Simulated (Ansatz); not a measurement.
## What holes 1.0×10^22 cm⁻³ does to BaSnO3

The reference is BaSnO$_{3}$ in the cubic perovskite structure (space group Pm-3m, No. 221; a = 4.131 Å).

Perturbation: hole doping at 1.0×10^22 cm⁻³ (0.705 per cell), with a uniform compensating background at fixed cell and a 300 K Fermi–Dirac width.

Computed with DFT with r2SCAN, PAW potentials and a 500 eV plane-wave cutoff in Ansatz (a first-principles code), without spin-orbit coupling. Settings: 11×11×11 k-points, 0.0259 eV Fermi–Dirac smearing.

```csv
quantity,base,changed,shift
gap between the host's bands,1.56 eV,1.91 eV,+0.342 eV
gap character,"indirect, R → Γ","indirect, R → Γ",–
Fermi level relative to the doped band's edge (positive inside the band; to 0.05 eV),–,+0.25 eV,–
```

Carriers are added with a uniform compensating background; total energy and stress of such cells depend on the potential's zero and are not compared; many-body gap narrowing is missing at this level. Stability against distortions was not tested.
